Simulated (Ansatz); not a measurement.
## C: strain energy, fitted

C, P6/mmm, a = 2.465 Å, c = 3.575 Å. This isn't the element's structure at ambient conditions. Ansatz: PBE+D3(BJ), PAW, 420 eV, Γ-centred 21×21×12 mesh on 2 atoms, Gaussian smearing 0.10 eV; no spin polarisation. Series: biaxial strain in the a-b plane, c and atoms relaxed; x is the strain in per cent. y is the free energy over the unstrained cell, V0 = 9.403 Å³/atom.

| x (%) | y (meV/atom) |
| --- | --- |
| -4.5 | ? |
| -3.0 | 70.96 |
| -1.5 | 16.98 |
| 0.0 | 0.00 |
| 1.5 | 15.55 |
| 3.0 | 59.49 |
| 4.5 | 128.23 |

Problem. Fit y = c2 x² + c3 x³ to the other rows, turn c2 into a modulus, and predict the missing energy.

Solution. Least squares on the rows shown. y = 7.2573 x² − 0.20658 x³. In eV per unit strain² c2 is 72.57; M is the biaxial modulus (E = M V0 ε²): 72.57 × 160.2 / (9.403) = 1236 GPa. At x = -4.5 the fit asked for gives 165.78 meV/atom. The run gave 165.71 meV/atom, so the fit is 0.07 meV/atom too high, within the rms miss on the fitted rows (0.13 meV/atom).